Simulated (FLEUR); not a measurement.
# Pb (Fm-3m) in FLEUR: further runs, part 2 of 2

FLEUR MaX-R8.1 (later development tree). The steps go on from the part before.

## (3) Band structure, Wu-Cohen GGA

File inp.xml:

```xml
<?xml version="1.0" encoding="UTF-8" standalone="no"?>
<fleurInput fleurInputVersion="0.39">
   <comment>
      Pb                                                                                                  
   </comment>
   <calculationSetup>
      <cutoffs Kmax="3.8" Gmax="11.8" GmaxXC="11.8" numbands="0"/>
      <scfLoop itmax="60" minDistance="0.00001" maxIterBroyd="15" imix="Anderson" alpha="0.05" precondParam="0.0" spinf="2.0"/>
      <coreElectrons ctail="T" frcor="F" kcrel="0" coretail_lmax="0"/>
      <xcFunctional name="wc" relativisticCorrections="F"/>
      <magnetism jspins="1"/>
      <soc l_soc="F" theta="0.0" phi="0.0" spav="F"/>
      <expertModes spex="0" secvar="F"/>
      <geometryOptimization l_f="F" forcealpha="1.0" forcemix="BFGS" epsdisp="0.00001" epsforce="0.00001"/>
      <ldaU l_linMix="F" mixParam="0.05" spinf="1.0"/>
   </calculationSetup>
   <cell>
      <bzIntegration valenceElectrons="20.0" mode="hist" fermiSmearingEnergy="0.00183747">
         <kPointListSelection listName="default-1"/>
         <!-- k-points included here -->
         <xi:include xmlns:xi="http://www.w3.org/2001/XInclude" href="kpts.xml"> </xi:include>
      </bzIntegration>
      <!-- symmetry operations included here -->
      <xi:include xmlns:xi="http://www.w3.org/2001/XInclude" href="sym.xml"> </xi:include>
      <bulkLattice scale="1.0">
         <bravaisMatrix>
            <row-1>    0.0000000000000000     4.6771099529074922     4.6771099529074922</row-1>
            <row-2>    4.6771099529074922     0.0000000000000000     4.6771099529074922</row-2>
            <row-3>    4.6771099529074922     4.6771099529074922     0.0000000000000000</row-3>
         </bravaisMatrix>
      </bulkLattice>
   </cell>
   <atomSpecies>
      <species name="Lead (Pb)" element="Pb" atomicNumber="82">
         <mtSphere radius="2.66" gridPoints="879" logIncrement="0.015"/>
         <atomicCutoffs lmax="11" lnonsphr="8"/>
         <electronConfig flipSpins="F">
            <coreConfig>(1s1/2) (2s1/2) (2p1/2) (2p3/2) (3s1/2) (3p1/2) (3p3/2) (4s1/2) (3d3/2) (3d5/2) (4p1/2) (4p3/2) (4d3/2) (4d5/2) (4f5/2) (4f7/2) (5s1/2)</coreConfig>
            <valenceConfig>(5p1/2) (5p3/2) (6s1/2) (5d3/2) (5d5/2) (6p1/2) (6p3/2)</valenceConfig>
            <stateOccupation state="(6p1/2)" spinUp="0.333333" spinDown="0.333333"/>
            <stateOccupation state="(6p3/2)" spinUp="0.666667" spinDown="0.666667"/>
         </electronConfig>
         <energyParameters s="6" p="6" d="5" f="5"/>
         <lo type="SCLO" l="1" n="5" eDeriv="0"/>
         <lo type="SCLO" l="1" n="5" eDeriv="1"/>
         <lo type="SCLO" l="0" n="6" eDeriv="2"/>
         <lo type="SCLO" l="2" n="5" eDeriv="2"/>
         <lo type="SCLO" l="3" n="5" eDeriv="2"/>
      </species>
   </atomSpecies>
   <atomGroups>
      <atomGroup species="Lead (Pb)">
         <relPos label="                   1">.0000000000 .0000000000 .0000000000</relPos>
         <force calculate="T" relaxXYZ="TTT"/>
      </atomGroup>
   </atomGroups>
   <output dos="F" band="F" slice="F">
      <checks vchk="F" cdinf="F"/>
      <bandDOS minEnergy="-.5*Htr" maxEnergy="0.5*Htr" sigma="0.015" storeEVData="T"/>
      <vacuumDOS vacdos="F" integ="F" star="F" nstars="0" locx1="0.0" locy1="0.0" locx2="0.0" locy2="0.0" nstm="0" tworkf="0.0"/>
      <unfoldingBand unfoldBand="F" supercellX="1" supercellY="1" supercellZ="1"/>
      <plotting iplot="0" polar="F">
         <plot TwoD="T" vec1="  1.0  0.0  0.0" vec2="  0.0  1.0  0.0" vec3="  0.0  0.0  1.0" zero="  0.0  0.0  0.0" file="plot"/>
      </plotting>
      <chargeDensitySlicing numkpt="0" minEigenval="0.0" maxEigenval="0.0" nnne="0" pallst="F"/>
      <specialOutput eonly="F"/>
      <magneticCircularDichroism mcd="F" energyLo="-10.0" energyUp="0.0"/>
   </output>
  <!-- We include the file relax.xml here to enable relaxations (see documentation) -->
  <xi:include xmlns:xi="http://www.w3.org/2001/XInclude" href="relax.xml"> <xi:fallback/> </xi:include>
</fleurInput>
```

File crystal.txt:

```
Pb
&input cartesian=F /
0.0000000000  2.4750200000  2.4750200000
2.4750200000  0.0000000000  2.4750200000
2.4750200000  2.4750200000  0.0000000000
1.8897261246
1.0 1.0 1.0

1
82 0.0000000000  0.0000000000  0.0000000000

&kpt div1=9 div2=9 div3=9 gamma=T /
```

File inp.xml (bands):

```
<?xml version="1.0" encoding="UTF-8" standalone="no"?>
<fleurInput fleurInputVersion="0.39">
   <comment>
      Pb                                                                                                  
   </comment>
   <calculationSetup>
      <cutoffs Kmax="3.8" Gmax="11.8" GmaxXC="11.8" numbands="0"/>
      <scfLoop itmax="60" minDistance="0.00001" maxIterBroyd="15" imix="Anderson" alpha="0.05" precondParam="0.0" spinf="2.0"/>
      <coreElectrons ctail="T" frcor="F" kcrel="0" coretail_lmax="0"/>
      <xcFunctional name="wc" relativisticCorrections="F"/>
      <magnetism jspins="1"/>
      <soc l_soc="F" theta="0.0" phi="0.0" spav="F"/>
      <expertModes spex="0" secvar="F"/>
      <geometryOptimization l_f="F" forcealpha="1.0" forcemix="BFGS" epsdisp="0.00001" epsforce="0.00001"/>
      <ldaU l_linMix="F" mixParam="0.05" spinf="1.0"/>
   </calculationSetup>
   <cell>
      <bzIntegration valenceElectrons="20.0" mode="hist" fermiSmearingEnergy="0.00183747">
         <kPointListSelection listName="path-1"/>
         <!-- k-points included here -->
         <xi:include xmlns:xi="http://www.w3.org/2001/XInclude" href="kpts.xml"> </xi:include>
      </bzIntegration>
      <!-- symmetry operations included here -->
      <xi:include xmlns:xi="http://www.w3.org/2001/XInclude" href="sym.xml"> </xi:include>
      <bulkLattice scale="1.0">
         <bravaisMatrix>
            <row-1>    0.0000000000000000     4.6771099529074922     4.6771099529074922</row-1>
            <row-2>    4.6771099529074922     0.0000000000000000     4.6771099529074922</row-2>
            <row-3>    4.6771099529074922     4.6771099529074922     0.0000000000000000</row-3>
         </bravaisMatrix>
      </bulkLattice>
   </cell>
   <atomSpecies>
      <species name="Lead (Pb)" element="Pb" atomicNumber="82">
         <mtSphere radius="2.66" gridPoints="879" logIncrement="0.015"/>
         <atomicCutoffs lmax="11" lnonsphr="8"/>
         <electronConfig flipSpins="F">
            <coreConfig>(1s1/2) (2s1/2) (2p1/2) (2p3/2) (3s1/2) (3p1/2) (3p3/2) (4s1/2) (3d3/2) (3d5/2) (4p1/2) (4p3/2) (4d3/2) (4d5/2) (4f5/2) (4f7/2) (5s1/2)</coreConfig>
            <valenceConfig>(5p1/2) (5p3/2) (6s1/2) (5d3/2) (5d5/2) (6p1/2) (6p3/2)</valenceConfig>
            <stateOccupation state="(6p1/2)" spinUp="0.333333" spinDown="0.333333"/>
            <stateOccupation state="(6p3/2)" spinUp="0.666667" spinDown="0.666667"/>
         </electronConfig>
         <energyParameters s="6" p="6" d="5" f="5"/>
         <lo type="SCLO" l="1" n="5" eDeriv="0"/>
         <lo type="SCLO" l="1" n="5" eDeriv="1"/>
         <lo type="SCLO" l="0" n="6" eDeriv="2"/>
         <lo type="SCLO" l="2" n="5" eDeriv="2"/>
         <lo type="SCLO" l="3" n="5" eDeriv="2"/>
      </species>
   </atomSpecies>
   <atomGroups>
      <atomGroup species="Lead (Pb)">
         <relPos label="                   1">.0000000000 .0000000000 .0000000000</relPos>
         <force calculate="T" relaxXYZ="TTT"/>
      </atomGroup>
   </atomGroups>
   <output dos="F" band="T" slice="F">
      <checks vchk="F" cdinf="F"/>
      <bandDOS minEnergy="-.5*Htr" maxEnergy="0.5*Htr" sigma="0.015" storeEVData="T"/>
      <vacuumDOS vacdos="F" integ="F" star="F" nstars="0" locx1="0.0" locy1="0.0" locx2="0.0" locy2="0.0" nstm="0" tworkf="0.0"/>
      <unfoldingBand unfoldBand="F" supercellX="1" supercellY="1" supercellZ="1"/>
      <plotting iplot="0" polar="F">
         <plot TwoD="T" vec1="  1.0  0.0  0.0" vec2="  0.0  1.0  0.0" vec3="  0.0  0.0  1.0" zero="  0.0  0.0  0.0" file="plot"/>
      </plotting>
      <chargeDensitySlicing numkpt="0" minEigenval="0.0" maxEigenval="0.0" nnne="0" pallst="F"/>
      <specialOutput eonly="F"/>
      <magneticCircularDichroism mcd="F" energyLo="-10.0" energyUp="0.0"/>
   </output>
  <!-- We include the file relax.xml here to enable relaxations (see documentation) -->
  <xi:include xmlns:xi="http://www.w3.org/2001/XInclude" href="relax.xml"> <xi:fallback/> </xi:include>
</fleurInput>
```

Potentials or basis: all-electron, FLAPW.

Started as:

```sh
inpgen -f crystal.txt -profile fastHighL
# inp.xml edited to the form shown
fleur
fleur   # second run, on inp.xml (bands)
```

Run time: 7.8 s. Hardware: 1 thread of INTEL XEON PLATINUM 8581C at 2.30GHz (Emerald Rapids), shared host; peak memory 0.06 GiB.

It converged, with:

```yaml
Free_energy: -569451.4276 eV
Band_gap_along_the_path: none (metal or under the smearing width)
Valence_electrons_inside_the_program's_atomic_spheres: Pb 18.02 (radii Pb 2.66 bohr)
```

Levels at the corners of the path, in eV from the Fermi level:
```csv
point,band 8,band 9,band 10,band 11,band 12,band 13
Γ,-16.69,-11.62,7.55,7.55,7.55,9.92
X,-16.52,-6.58,-3.13,2.18,2.18,5.54
W,-16.52,-6.48,-1.23,-1.23,0.41,11.01
K,-16.56,-6.67,-2.14,-1.08,3.11,6.64
Γ,-16.69,-11.62,7.55,7.55,7.55,9.92
L,-16.55,-7.99,-4.07,5.71,5.71,9.39
U,-16.56,-6.67,-2.14,-1.08,3.11,6.64
W,-16.52,-6.48,-1.23,-1.23,0.41,11.01
L,-16.55,-7.99,-4.07,5.71,5.71,9.39
K,-16.56,-6.67,-2.14,-1.08,3.11,6.64
U,-16.56,-6.67,-2.14,-1.08,3.11,6.64
X,-16.52,-6.58,-3.13,2.18,2.18,5.54
```

Core levels (eV from the Fermi level):
| atom | levels |
| --- | --- |
| 1 Pb | 1s1/2 -87971.6, 2s1/2 -15717.5, 2p1/2 -15093.7, 2p3/2 -12903.5, 3s1/2 -3769.4, 3p1/2 -3488.0, 3p3/2 -2999.3, 4s1/2 -850.1, 3d3/2 -2536.8, 3d5/2 -2432.9, 4p1/2 -728.3, 4p3/2 -608.6, 4d3/2 -410.4, 4d5/2 -388.0, 4f5/2 -131.3, 4f7/2 -126.3, 5s1/2 -139.5 |

Caveat: spin-orbit coupling is left out, which moves the levels of the heavy elements.

## (4) Equation of state, Wu-Cohen GGA, 28.50 Å³/atom (volume scaled by 0.94)

inp.xml: that of step 3 with these lines changed.

```diff
@@ -24,3 +24,3 @@
       <xi:include xmlns:xi="http://www.w3.org/2001/XInclude" href="sym.xml"> </xi:include>
-      <bulkLattice scale="1.0">
+      <bulkLattice scale="0.9795861087">
          <bravaisMatrix>
```

Started as:

```sh
inpgen -f crystal.txt -profile fastHighL
# inp.xml edited to the form shown
fleur
```

Wall time 6.6 s (1 thread of INTEL XEON PLATINUM 8581C at 2.30GHz (Emerald Rapids), shared host); peak memory 0.09 GiB.

Results (log left out):

| Property | Result |
| --- | --- |
| Free energy | -569451.4149 eV |
| Band gap on the k mesh | none (metal or under the smearing width) |
| Valence electrons inside the program's atomic spheres | Pb 18.06 (radii Pb 2.66 bohr) |

## (5) Equation of state, Wu-Cohen GGA, 29.11 Å³/atom (volume scaled by 0.96)

inp.xml: that of step 4 with these lines changed.

```diff
@@ -24,3 +24,3 @@
       <xi:include xmlns:xi="http://www.w3.org/2001/XInclude" href="sym.xml"> </xi:include>
-      <bulkLattice scale="0.9795861087">
+      <bulkLattice scale="0.9864848297">
          <bravaisMatrix>
```

Started as:

```sh
inpgen -f crystal.txt -profile fastHighL
# inp.xml edited to the form shown
fleur
```

It took 6.7 s on 1 thread of INTEL XEON PLATINUM 8581C at 2.30GHz (Emerald Rapids), shared host; peak memory 0.09 GiB.

The run converged. Its results:

- Free energy: -569451.4236 eV
- Band gap on the k mesh: none (metal or under the smearing width)
- Valence electrons inside the program's atomic spheres: Pb 18.05 (radii Pb 2.66 bohr)

## (6) Equation of state, Wu-Cohen GGA, 30.32 Å³/atom

inp.xml: that of step 5 with these lines changed.

```diff
@@ -24,3 +24,3 @@
       <xi:include xmlns:xi="http://www.w3.org/2001/XInclude" href="sym.xml"> </xi:include>
-      <bulkLattice scale="0.9864848297">
+      <bulkLattice scale="1.0000000000">
          <bravaisMatrix>
```

Potentials or basis: all-electron, FLAPW.

Started as:

```sh
inpgen -f crystal.txt -profile fastHighL
# inp.xml edited to the form shown
fleur
```

Run time: 6.9 s. Hardware: 1 thread of INTEL XEON PLATINUM 8581C at 2.30GHz (Emerald Rapids), shared host; peak memory 0.09 GiB.

It converged, with:

```yaml
Free_energy: -569451.4276 eV
Band_gap_on_the_k_mesh: none (metal or under the smearing width)
Valence_electrons_inside_the_program's_atomic_spheres: Pb 18.02 (radii Pb 2.66 bohr)
```

## (7) Equation of state, Wu-Cohen GGA, 31.54 Å³/atom (volume scaled by 1.04)

inp.xml: that of step 6 with these lines changed.

```diff
@@ -24,3 +24,3 @@
       <xi:include xmlns:xi="http://www.w3.org/2001/XInclude" href="sym.xml"> </xi:include>
-      <bulkLattice scale="1.0000000000">
+      <bulkLattice scale="1.0131594038">
          <bravaisMatrix>
```

Started as:

```sh
inpgen -f crystal.txt -profile fastHighL
# inp.xml edited to the form shown
fleur
```

It took 8.2 s on 1 thread of INTEL XEON PLATINUM 8581C at 2.30GHz (Emerald Rapids), shared host; peak memory 0.09 GiB.

It converged, with:

| Property | Result |
| --- | --- |
| Free energy | -569451.4177 eV |
| Band gap on the k mesh | none (metal or under the smearing width) |
| Valence electrons inside the program's atomic spheres | Pb 18.00 (radii Pb 2.66 bohr) |

## (8) Equation of state, Wu-Cohen GGA, 32.14 Å³/atom (volume scaled by 1.06)

inp.xml: that of step 7 with these lines changed.

```diff
@@ -24,3 +24,3 @@
       <xi:include xmlns:xi="http://www.w3.org/2001/XInclude" href="sym.xml"> </xi:include>
-      <bulkLattice scale="1.0131594038">
+      <bulkLattice scale="1.0196128224">
          <bravaisMatrix>
```

Started as:

```sh
inpgen -f crystal.txt -profile fastHighL
# inp.xml edited to the form shown
fleur
```

It took 7.2 s on 1 thread of INTEL XEON PLATINUM 8581C at 2.30GHz (Emerald Rapids), shared host; peak memory 0.09 GiB.

Results (log left out):

```
Free energy                                           : -569451.4081 eV
Band gap on the k mesh                                : none (metal or under the smearing width)
Valence electrons inside the program's atomic spheres : Pb 17.99 (radii Pb 2.66 bohr)
```

## (9) Equation of state, Wu-Cohen GGA

Potentials or basis: all-electron, FLAPW.

No new run: the results of the series are fitted here.

What came out:

```yaml
Equilibrium_volume: 30.03 Å³/atom
Bulk_modulus: 49 GPa
Pressure_derivative_of_the_bulk_modulus: "4.9 (rough: it moves with the points fitted)"
```

Energy against volume, from the lowest point:
```tsv
volume (Å³/atom)	energy (meV/atom)
28.503	12.72
29.110	4.03
30.323	0.00
31.535	9.94
32.142	19.50
```

Spin-orbit coupling is left out, which matters for the levels of Pb.

## (10) Comparison with measurements

Step 9. The cell as given is a measured one (30.32 Å³/atom); Wu-Cohen GGA puts the equilibrium volume -1.0 % from it, thermal expansion not counted.
